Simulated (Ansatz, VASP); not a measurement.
# BN: VASP beside Ansatz

```
B N
1.0
     2.42569    0.00000    0.00000
    -1.21285    2.10071    0.00000
     0.00000    0.00000    7.09819
B N
2 2
Direct
  0.33333 0.66667 0.25000
  0.66667 0.33333 0.75000
  0.33333 0.66667 0.75000
  0.66667 0.33333 0.25000
```

Alike in both runs: task single point; functional PBE; k mesh 12 × 12 × 4; occupations gaussian, width 0.05 eV; no spin polarisation.

|  | VASP | Ansatz |
| --- | --- | --- |
| version | VASP 6.6.1 | Ansatz 0.2.0 |
| potentials or method | VASP PAW PBE potentials, release 64 (B, N) | scalar-relativistic, plane waves, PAW |
| plane-wave cutoff (eV) | 520 | 420 |
| valence electrons in the cell | 16 | 16 |

|  | VASP | Ansatz | Ansatz less VASP |
| --- | --- | --- | --- |
| gap on the k mesh at the Fermi level (eV) | 4.54 | 4.55 | +0.010 |
| least direct gap on the mesh (eV) | 4.90 | 4.91 | +0.004 |
| pressure (GPa) | 27.6 | 27.5 | -0.05 |
| largest component of the traceless stress (GPa) | 26.38 | 26.15 | -0.230 |

The functional is the same, so the differences come from potentials, cutoffs and numerics.

Caveats: so large a pressure means that the cell lies far from this level's equilibrium, or that cutoff or potentials fall short (VASP); this functional lacks dispersion, which binds the layers, so the pressure and a relaxed spacing across them are unreliable. A hybrid or GW would open this gap; PBE tends to underestimate it. A k mesh can miss the band edges.
